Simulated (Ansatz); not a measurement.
**SiC at 7 GPa: from Born charge to LO–TO splitting and polaron coupling**

Method: DFT LDA, scalar-relativistic, plane waves, PAW in Ansatz. Cutoff 420 eV, 12×12×12 k-points (Γ-centred), fixed occupations. No spin polarisation. Phonons by linear response, acoustic sum rule imposed.

The cell, relaxed at 7 GPa:
```cif
data_structure
_symmetry_space_group_name_H-M 'F-43m'
_symmetry_Int_Tables_number 216
_cell_length_a 4.2876
_cell_length_b 4.2876
_cell_length_c 4.2876
_cell_angle_alpha 90.000
_cell_angle_beta 90.000
_cell_angle_gamma 90.000
_cell_volume 78.82
loop_
_atom_site_label
_atom_site_type_symbol
_atom_site_symmetry_multiplicity
_atom_site_Wyckoff_symbol
_atom_site_fract_x
_atom_site_fract_y
_atom_site_fract_z
_atom_site_occupancy
Si1 Si 4 a 0.00000 0.00000 0.00000 1
C1 C 4 c 0.25000 0.25000 0.25000 1
```

Linear response gives ν_TO = 824.2 cm⁻¹, Born charges ±2.751 e (positive on Si) and ε∞ = 6.854. The primitive cell holds 19.705 Å³, and the masses are 28.085 and 12.011 amu.

Question: Find ν_LO and the static dielectric constant.

Answer: The long-wave field adds a restoring force: ω_LO² − ω_TO² = Z*²e²/(ε_vac ε∞ μV). In these units ν_LO² − ν_TO² = 4.92064×10⁷ Z*²/(μ V ε∞) cm⁻², with μ = m₁m₂/(m₁ + m₂) = 8.413 amu: 327818 cm⁻². So ν_LO = √(824.2² + 327818) = 1003.5 cm⁻¹, and the run gives 1003.5. Lyddane–Sachs–Teller then gives ε0 = ε∞ (ν_LO/ν_TO)² = 10.16, against 10.16 in the run (it forms both from the same three quantities, so the match checks the arithmetic only). Between ν_TO and ν_LO the dielectric function is negative and an undamped crystal reflects fully: a reststrahlen band from 10.0 to 12.1 μm.

Question: What do the Clausius–Mossotti polarisability and the Szigeti charge come to?

Answer: With the Lorentz local field, α = (3V/4π)(ε∞ − 1)/(ε∞ + 2) = 3.11 Å³ for the pair, and e_S = 3Z*/(ε∞ + 2) = 0.93 e. The Born charge includes the electrons' response to the dipole's own local field, and e_S takes that enhancement out. The Lorentz field assumes point-like polarisable ions, a poor picture once ε∞ is this large, since the electron clouds then overlap or are shared, so both numbers are formal here.

Question: How strongly does a slow electron couple to the LO mode?

Answer: For one isotropic parabolic band, Fröhlich's constant is α_F = (1/ε∞ − 1/ε0) √(m* Ry/ħω_LO), with Ry = 13.606 eV, ħω_LO = 124.4 meV and m* in free-electron masses: α_F = 0.0475 × 10.46 × √m* = 0.50 √m*. The band mass isn't part of this run; for m* = 0.1, 0.3 and 1 it gives 0.16, 0.27, 0.50. In weak coupling the polaron lies α_F ħω_LO below the band edge (34 meV at m* = 0.3) with a mass m*(1 + α_F/6); past α_F of about 5 or 6 that expansion fails. A semilocal functional's ε∞ tends to be too large, which taken alone lowers α_F.

Cost: 1 run of about 1.3 core-minutes, on Intel Xeon Processor @ 2.50GHz (Skylake/Cascade Lake) (shared hosts).

The numbers describe a polar but strongly covalent crystal. Carbon's higher electronegativity makes the sp³ bonds polar, and stretching them shifts electrons between the atoms, so the Born charge of 2.751 e measures dynamic charge transfer and not a static ionic charge. In elemental silicon or diamond, symmetry makes this charge vanish, and the LO–TO splitting with it. Stiff, short bonds and the light carbon atom put both optical modes at high frequency. The splitting is large because a sizeable dynamic charge acts in a small cell with a low reduced mass, even though the electrons screen the field well.

That electronic screening also outweighs the lattice part of the static response, which keeps the Fröhlich coupling weak for all three trial masses. This suggests large, mobile polarons, with no sign of self-trapping through the polar LO mode. The conduction minima of cubic SiC lie at X and are anisotropic, however, so a single mass can't give the direction dependence of the polaron's motion.
